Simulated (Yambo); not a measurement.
# AlN (P6_3mc) in Yambo: notebook

One crystal, AlN, is run at these levels: PBEsol; tasks: optical spectrum, optical spectrum by the Bethe-Salpeter equation, G0W0 quasiparticle levels.

All numbers are computed with Yambo 5.3.0; they aren't measurements. Logs are shortened: lines on timing, memory, paths and dates and some standing lists are left out, and cuts for length are marked.

## Step 1: Starting point

It takes space group P6_3mc (No. 186, hexagonal). Conventional cell: a = 3.113 Å, b = 3.113 Å, c = 4.981 Å, α = 90.00°, β = 90.00°, γ = 120.00°. Al (site symmetry 3m) is surrounded by 4 N at 1.89 Å. Around N (site symmetry 3m) lie 4 Al at 1.89 Å.

## Step 2: Optical spectrum, PBEsol (cell squeezed)

optics1.in reads:

```
optics
chi
Chimod= "HARTREE"
% BndsRnXd
 1 | 33 |
%
NGsBlkXd= 3 Ry
% LongDrXd
 1 | 0 | 0 |
%
% QpntsRXd
 1 | 1 |
%
% EnRngeXd
 0 | 20 | eV
%
% DmRngeXd
 0.1 | 0.1 | eV
%
ETStpsXd= 200
```

scf.in reads:

```
&CONTROL
  calculation = 'scf'
  prefix = 'pwscf'
  outdir = './tmp'
  pseudo_dir = './pseudo'
/
&SYSTEM
  ibrav = 0
  nat = 4
  ntyp = 2
  ecutwfc = 84
  nbnd = 14
  occupations = 'smearing'
  smearing = 'fd'
  degauss = 0.00367493
  force_symmorphic = .true.
/
&ELECTRONS
  conv_thr = 8d-10
  electron_maxstep = 120
  mixing_beta = 0.5
/
ATOMIC_SPECIES
Al    26.9815 Al.upf
N     14.0070 N.upf
CELL_PARAMETERS angstrom
   3.0709272750    0.0000000000    0.0000000000
  -1.5354636375    2.6595010333    0.0000000000
   0.0000000000    0.0000000000    4.9136809369
ATOMIC_POSITIONS crystal
Al     0.6666666667    0.3333333333    0.5000000000
Al     0.3333333333    0.6666666667    0.0000000000
N      0.6666666667    0.3333333333    0.8800000000
N      0.3333333333    0.6666666667    0.3800000000
K_POINTS automatic
12 12 6 0 0 0
```

nscf.in reads:

```
&CONTROL
  calculation = 'nscf'
  prefix = 'pwscf'
  outdir = './tmp'
  pseudo_dir = './pseudo'
/
&SYSTEM
  ibrav = 0
  nat = 4
  ntyp = 2
  ecutwfc = 84
  nbnd = 158
  occupations = 'fixed'
  force_symmorphic = .true.
/
&ELECTRONS
  conv_thr = 1d-08
  diago_full_acc = .true.
  diago_thr_init = 1d-06
/
ATOMIC_SPECIES
Al    26.9815 Al.upf
N     14.0070 N.upf
CELL_PARAMETERS angstrom
   3.0709272750    0.0000000000    0.0000000000
  -1.5354636375    2.6595010333    0.0000000000
   0.0000000000    0.0000000000    4.9136809369
ATOMIC_POSITIONS crystal
Al     0.6666666667    0.3333333333    0.5000000000
Al     0.3333333333    0.6666666667    0.0000000000
N      0.6666666667    0.3333333333    0.8800000000
N      0.3333333333    0.6666666667    0.3800000000
K_POINTS automatic
3 3 4 0 0 0
```

Potentials or basis: PseudoDojo 0.4.1 SR PBEsol standard.

Command:

```console
$ OMP_NUM_THREADS=1 pw.x -in scf.in > scf.out
$ OMP_NUM_THREADS=1 pw.x -in nscf.in > nscf.out
$ cd tmp/pwscf.save; p2y; mv SAVE ../..; cd ../..
$ OMP_NUM_THREADS=1 yambo
$ OMP_NUM_THREADS=1 yambo -F optics1.in -J optics1 -C optics1_out
```

Yambo's report:

```text
[... sections 02.01 to 02.04 as in the set-up run ...]

  [02.05] Energies & Occupations
  ==============================

  [X] === General ===
  [X] Electronic Temperature                        :  0.000000  0.000000 [eV K]
  [X] Bosonic    Temperature                        :  0.000000  0.000000 [eV K]
  [X] Finite Temperature mode                       : no
  [X] El. density                                   :  0.39870E+24 [cm-3]
  [X] Fermi Level                                   :  7.450484 [eV]

  [X] === Gaps and Widths ===
  [X] Conduction Band Min                           :  4.496352 [eV]
  [X] Valence Band Max                              :  0.000000 [eV]
  [X] Filled Bands                                  :   8
  [X] Empty Bands                                   :    9  158
  [X] Direct Gap                                    :  4.496352 [eV]
  [X] Direct Gap localized at k                     :  1
  [X] Indirect Gap                                  :  4.496352 [eV]
  [X] Indirect Gap between kpts                     :  1  1
  [X] Last valence band width                       :  2.466558 [eV]
  [X] 1st conduction band width                     :  2.945628 [eV]

 [03] Transferred momenta grid and indexing
 ==========================================

 IBZ Q-points                                      :  10
 BZ  Q-points                                      :   36

 K/Q-points units:
 rlu = crystal or reduced units; cc = cartesian coordinates; iku = interal k-units

 Q [ 1]         [rlu]:  0.000000  0.000000  0.000000
 Q [ 2]         [rlu]:  0.000000  0.000000  0.250000
 Q [ 3]         [rlu]:  0.000000  0.000000 -0.500000
 Q [ 4]         [rlu]:  0.29688E-16  0.33333       0.0000
 Q [ 5]         [rlu]:  0.29688E-16  0.33333      0.25000
 Q [ 6]         [rlu]:  0.29688E-16  0.33333     -0.50000
 Q [ 7]         [rlu]:  0.333333  0.333333  0.000000
 Q [ 8]         [rlu]:  0.333333  0.333333  0.250000
 Q [ 9]         [rlu]:  0.333333  0.333333 -0.500000
 Q [10]         [rlu]: -0.29688E-16 -0.33333      0.25000

 [WARNING] [Xd] User bands 1-33 break level degeneracy

 [04] Dipoles
 ============

  [04.01] Setup: observables and procedures
  =========================================

  [WARNING] [x,Vnl] slows the Dipoles computation. To neglect it rename the ns.kb_pp file
  [WF-Oscillators/G space/Transverse up loader] Normalization (few states)  min/max  :  0.34383E-17   1.0000

  [WR./optics1//ndb.dipoles]------------------------------------------------------
   Brillouin Zone Q/K grids (IBZ/BZ)                :   10   36   10   36
   RL vectors                                       :   4547 [WF]
   Fragmentation                                    : yes
   Electronic Temperature                           :  0.000000 [K]
   Bosonic    Temperature                           :  0.000000 [K]
   DIP band range                                   :    1   33
   DIP band range limits                            :   8   9
   DIP e/h energy range                             : -1.000000 -1.000000 [eV]
   RL vectors in the sum                            :   4547
   [r,Vnl] included                                 : yes
   Bands ordered                                    : yes
   Direct v evaluation                              : no
   Approach used                                    : G-space v
   Dipoles computed                                 : R V P [G-space]
   Wavefunctions                                    : Perdew, Burke & Ernzerhof SOL(X)+Perdew, Burke & Ernzerhof SOL(C)

  [WARNING] [r,Vnl^pseudo] included in position and velocity dipoles.

  [WARNING] In case H contains other non local terms, these are neglected

 [05] Optics
 ===========

 [X-CG] R(p) Tot o/o(of R):    915   7200    100
```

It took 2.5 min on 1 thread of Arm Neoverse V1, shared host; peak memory 0.29 GiB.

Results:

| Property | Result |
| --- | --- |
| Band gap on the k mesh, mean-field level | 4.50 eV, direct |
| Electronic dielectric constant along the field | 5.27 |
| Electronic dielectric constant along the field, independent particles | 5.58 |

Dielectric function (along the field direction of the input):
```tsv
energy (eV)	real part	imaginary part
0.30	5.28	0.05
0.80	5.32	0.05
1.31	5.40	0.06
1.81	5.52	0.06
2.31	5.70	0.07
2.81	5.95	0.09
3.32	6.33	0.12
3.82	6.93	0.18
4.32	8.23	0.53
4.82	5.04	2.29
5.33	8.70	0.81
5.83	5.26	4.61
6.33	13.12	4.03
6.83	10.44	3.63
7.34	6.24	22.07
7.84	-3.96	10.92
8.34	1.10	14.70
8.84	-7.67	8.34
9.35	-1.99	0.97
9.85	-0.82	2.73
10.35	1.58	2.78
10.85	4.20	2.79
11.36	-3.02	5.34
11.86	1.40	1.95
12.36	-0.41	6.92
12.86	1.68	3.68
13.37	-1.71	3.40
13.87	-4.03	1.96
14.37	-0.52	1.18
14.87	-1.29	3.08
15.38	-2.34	2.01
15.88	-0.70	0.65
16.38	-0.53	1.41
16.88	0.15	1.87
17.39	-0.75	0.56
17.89	-0.03	1.33
18.39	-1.59	1.12
18.89	-0.68	0.44
19.40	-0.39	0.57
20.00	-0.24	0.55
```

Caveat: the k mesh is coarse (spacing up to 0.79 Å⁻¹), so the values aren't converged; spectra need much finer meshes, so this one isn't converged; these spectra lack excitons; an odd mesh through Γ misses points on the zone boundary, where band edges often lie.

## Step 3: Optical spectrum by the Bethe-Salpeter equation, PBEsol (cell squeezed)

bse2.in reads:

```
optics
bse
bss
rim_cut
em1s
RandQpts= 1000000
RandGvec= 50 RL
Chimod= "HARTREE"
% BndsRnXs
 1 | 33 |
%
NGsBlkXs= 5 Ry
% LongDrXs
 1 | 0 | 0 |
%
BSKmod= "SEX"
BSEmod= "retarded"
BSSmod= "d"
% BSEQptR
 1 | 1 |
%
% BSEBands
 7 | 10 |
%
BSENGexx= 20 Ry
BSENGBlk= 5 Ry
% BEnRange
 0 | 20 | eV
%
% BDmRange
 0.1 | 0.1 | eV
%
BEnSteps= 200
% BLongDir
 1 | 0 | 0 |
%
BSEprop= "abs"
WRbsWF
% KfnQP_E
 1.6 | 1.0 | 1.0 |
%
```

scf.in is that of step 2.

nscf.in is that of step 2.

Potentials or basis: PseudoDojo 0.4.1 SR PBEsol standard.

Command:

```console
$ OMP_NUM_THREADS=1 pw.x -in scf.in > scf.out
$ OMP_NUM_THREADS=1 pw.x -in nscf.in > nscf.out
$ cd tmp/pwscf.save; p2y; mv SAVE ../..; cd ../..
$ OMP_NUM_THREADS=1 yambo
$ mkdir -p bse2; ln -s $PWD/g0w00/ndb.RIM bse2/
$ OMP_NUM_THREADS=1 yambo -F bse2.in -J bse2 -C bse2_out
$ OMP_NUM_THREADS=1 ypp -J bse2 -C bse2_out -e s -b 1
```

Yambo's report:

```text
[... sections 02.01 to 02.04 as in the set-up run ...]

  [02.05] Energies & Occupations
  ==============================

  [X] === General ===
  [X] Electronic Temperature                        :  0.000000  0.000000 [eV K]
  [X] Bosonic    Temperature                        :  0.000000  0.000000 [eV K]
  [X] Finite Temperature mode                       : no
  [X] El. density                                   :  0.39870E+24 [cm-3]
  [X] Fermi Level                                   :  7.450484 [eV]

  [X] === Gaps and Widths ===
  [X] Conduction Band Min                           :  4.496352 [eV]
  [X] Valence Band Max                              :  0.000000 [eV]
  [X] Filled Bands                                  :   8
  [X] Empty Bands                                   :    9  158
  [X] Direct Gap                                    :  4.496352 [eV]
  [X] Direct Gap localized at k                     :  1
[... 285 lines left out ...]
    [K] Bands                                        :   7  10
    [K] Exchange                                     : yes [res]
    [K] Correlation                                  : yes [res]
    [K] Kernel`s coupling                            : no
    [K] Exchange                                     : no [cpl]
    [K] Correlation                                  : no [cpl]
    [K] W interaction is bare                        : no
    [K] ALDA kernel in R-space                       : no
    [K] RL vectors                                   :   403 [exchange]
    [K] RL vectors                                   :   55 [correlation]
    [K] E/h energy range                             : -1.000000 -1.000000 [eV]
    [K] Coupling range                               :  100.0000  100.0000 [o/o]
    [W] Interaction is diagonal                      : no
    [W] Matrix size                                  :   55
    [W] Bands                                        :    1   33
    [W] e/h energy range                             : -1.000000 -1.000000 [eV]
    [W] Poles                                        :  100.0000 [o/o]
    [W] RL vectors in the sum                        :   4547
    [W] [r,Vnl] included                             : yes
    [W] Field direction                              :  0.100000E-4   0.00000      0.00000
    [W] Coulomb Cutoff                               : none
    [W] Hxc Kernel                                   : HARTREE
    [RIM] RL components                              :   55 [col]
    [RIM] Random points                              :  1000000 [col]
    [SOC] Perturbative SOC                           : no
    [K] Kernel long-range exchange                   : BAR
    [BSS] Eigenstates included                       : yes
    [BSS] Field direction                            :  0.100000E-4   0.00000      0.00000
    [BSS] Eigenstates computed                       :  144
    [BSS] Number of BSE matrices                     :  1
```

o-bse2.eps_q1_diago_bse:

```text
# Absorption @ Q(1):   1.00000000      0.00000000      0.00000000    [q->0 direction]
#
[... 52 lines left out ...]
#
        0.000000           0.000000           2.525518           0.000000           2.339163
        0.100503           0.604243E-3        2.525821           0.404451E-3        2.339367
        0.201005           0.001210           2.526732           0.809684E-3        2.339976
        0.301508           0.001819           2.528252           0.001216           2.340994
        0.402010           0.002433           2.530387           0.001626           2.342421
        0.502513           0.003052           2.533140           0.002038           2.344260
[... 192 lines left out ...]
        19.89950           0.002856           0.757138           0.003561           0.711094
        20.00000           0.002803           0.759981           0.003492           0.714637
#
```

Wall time 2.7 min (1 thread of Arm Neoverse V1, shared host); peak memory 0.29 GiB.

Results:

* Band gap on the k mesh, mean-field level: 4.50 eV, direct
* Exciton binding energy: 0.54 eV
* Lowest exciton energy: 5.56 eV
* Lowest bright exciton energy: 5.70 eV

Dielectric function (along the field direction of the input):
```csv
energy (eV),real part,imaginary part
0.30,2.53,0.00
1.31,2.58,0.01
2.31,2.71,0.02
3.32,2.96,0.03
4.42,3.57,0.09
5.43,5.96,0.90
6.43,6.43,1.28
7.54,-3.52,7.77
8.54,-6.00,2.23
9.55,-1.61,0.18
10.65,-0.45,0.08
11.66,-0.07,0.03
12.66,0.20,0.02
13.77,0.38,0.01
14.77,0.49,0.01
15.78,0.57,0.01
16.88,0.64,0.01
17.89,0.69,0.00
18.89,0.73,0.00
20.00,0.76,0.00
```

Lowest exciton energies (eV): 5.56, 5.70, 6.72, 6.77, 6.81, 6.81, 7.30, 7.32

Excitons:
| energy (eV) | strength (relative to the strongest) |
| --- | --- |
| 5.556 | 2.8e-05 |
| 5.700 | 0.8 |
| 6.722 | 0.54 |
| 6.772 | 0.68 |
| 6.811 | 3.5e-05 |
| 6.811 | 2.8e-06 |
| 7.301 | 1.2e-05 |
| 7.318 | 0.0058 |
| 7.331 | 0.0057 |
| 7.332 | 8.2e-06 |
| 7.355 | 0.56 |
| 7.356 | 1 |

Caveat: the k mesh is coarse (spacing up to 0.79 Å⁻¹), so the values aren't converged; the scissor is the correction of the direct gap in an earlier G0W0 run on the same states; exciton energies and binding change strongly with the k mesh and aren't converged on this one; spectra need much finer meshes, so this one isn't converged; an odd mesh through Γ misses points on the zone boundary, where band edges often lie.

(Continued in part 2 of 3.)
